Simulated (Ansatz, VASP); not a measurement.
**Au: VASP beside Ansatz**

Contents of INCAR:

```
SYSTEM = Au
ALGO = Normal ; EDIFF = 1E-7
ENCUT = 520 ; ISIF = 2
ISMEAR = 0 ; LASPH = .TRUE.
LCHARG = .TRUE. ; LELF = .TRUE.
LREAL = .FALSE. ; LVHAR = .TRUE.
LWAVE = .FALSE. ; NBANDS = 18
NELM = 60 ; PREC = Accurate
SIGMA = 0.1
```

KPOINTS

```
k-points
0
G
  12 12 6
  0 0 0
```

Contents of POSCAR:

```
Au
1.0
    1.4479836920     -2.6223472928      0.0000000000
    1.4479836920      2.6223472928      0.0000000000
    0.0000000000      0.0000000000      5.0203218018
Au
2
Direct
    0.6653300000      0.3346700000      0.2500000000
    0.3346700000      0.6653300000      0.7500000000
```

Input for Ansatz:

```yaml
crystal:
  lattice:
    - [1.4479836919825735, -2.622347292833622, 0.0]
    - [1.4479836919825735, 2.622347292833622, 0.0]
    - [0.0, 0.0, 5.020321801800008]
  atoms:
    - { symbol: Au, position: [0.66533, 0.33467, 0.25] }
    - { symbol: Au, position: [0.33467, 0.66533, 0.75] }
basis:
  ecutwfc: 500.0
kpoints:
  mp_grid:
    grid: [12, 12, 6]
hamiltonian:
  xc: lda
scf:
  occupations:
    method: gaussian
    width: 0.1
output:
  stress: true
```

This isn't the form of Au at room conditions, which is fcc.

Alike in both runs: task single point; functional LDA; k mesh 12 × 12 × 6; occupations gaussian, width 0.1 eV; no spin polarisation.

|  | VASP | Ansatz |
| --- | --- | --- |
| version | VASP 6.6.1 | Ansatz 0.2.0 |
| potentials or method | VASP PAW LDA potentials, release 64 (Au) | plane waves, PAW |
| plane-wave cutoff (eV) | 520 | 500 |
| valence electrons in the cell | 22 | 38 |

```csv
,VASP,Ansatz,Ansatz less VASP
pressure (GPa),-17.2,-17.6,-0.31
largest component of the traceless stress (GPa),0.84,0.95,+0.108
```

The two sets of potentials don't hold the same shells in valence.

Caveats: so large a pressure means that the cell lies far from this level's equilibrium, or that cutoff or potentials fall short (VASP). The runs have no spin-orbit coupling, so splittings on Au are missing.
